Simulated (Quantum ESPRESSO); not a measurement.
MnO: equation of state with PBE+D3(BJ)

MnO:

```
Mn O
1.0
     0.00000    2.22391    2.22391
     2.22391    0.00000    2.22391
     2.22391    2.22391    0.00000
Mn O
1 1
Direct
  0.00000 0.00000 0.00000
  0.50000 0.50000 0.50000
```

The cell is a database's computed one.

```yaml
Program: Quantum ESPRESSO 7.5
Task: equation of state
Functional: PBE
Dispersion: D3(BJ)
Potentials_or_basis: PseudoDojo 0.4.1 SR PBE standard
Cutoff: 1306 eV
Density_cutoff: 5225 eV
k_mesh: 10 × 10 × 10
Occupations: fermi-dirac, width 0.05 eV
Spin: collinear spin, ferromagnetic start
Starting_moments: "[4.0, 0.0] μB"
```

```json
{"Equilibrium volume": "11.38 Å³/atom (rough: see the caveat)", "Bulk modulus": "1408 GPa (rough)"}
```

Energy against volume, from the lowest point:
| volume (Å³/atom) | energy (meV/atom) |
| --- | --- |
| 10.339 | 116.27 |
| 10.559 | 109.23 |
| 10.779 | 105.97 |
| 10.999 | 11.77 |
| 11.219 | 0.00 |
| 11.439 | 8.58 |
| 11.659 | 19.72 |

All runs of the series together: 9.8 min on 1 thread of Arm Neoverse V1, on a shared host.

Caveat: the fit is doubtful: noisy points or a state that changes with volume.
